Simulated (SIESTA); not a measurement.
## SrO in SIESTA: the effect of functional

Crystal: SrO.

```
Sr O
1.0
     0.00000    2.56630    2.56630
     2.56630    0.00000    2.56630
     2.56630    2.56630    0.00000
Sr O
1 1
Cartesian
  2.5663 2.5663 2.5663
  0.0000 0.0000 0.0000
```

Alike in all runs:

| Property | Result |
| --- | --- |
| Program | SIESTA 5.4.2 |
| Task | band structure |
| Basis | DZP (energy shift 0.003 Ry; two zetas on semicore shells; d shell added on Sr) |
| Grid cutoff | 800 Ry |
| Energy shift | 0.003 Ry |
| k mesh | 9 × 9 × 9 |
| Occupations | fermi-dirac, width 0.05 eV |
| Spin | no spin polarisation |

```tsv
functional	potentials or basis	gap on the mesh (eV)	pressure (GPa)
LDA	PseudoDojo 0.4 standard (LDA files)	?	?
PBEsol	PseudoDojo 0.4 standard (PBEsol files)	3.20	0.0
AM05	PseudoDojo 0.4 standard (PBEsol files)	3.26	1.1
WC	PseudoDojo 0.4 standard (PBEsol files)	3.21	0.0
PW91	PseudoDojo 0.4 standard (PBE files)	3.31	3.7
revPBE	PseudoDojo 0.4 standard (PBE files)	3.41	6.3
RPBE	PseudoDojo 0.4 standard (PBE files)	3.44	7.1
BLYP	PseudoDojo 0.4 standard (PBE files)	3.45	7.6
```

**Question.** What does the run with functional LDA give?

**Answer.** gap on the mesh 3.16 eV; pressure -3.3 GPa.

Caveats: the basis of atomic orbitals isn't converged, which shifts pressures, moduli and gaps; the potentials were made for another functional, which shifts forces and pressure (some runs).

A k mesh can miss the band edges.

Runs at the PBE level aren't shown here.
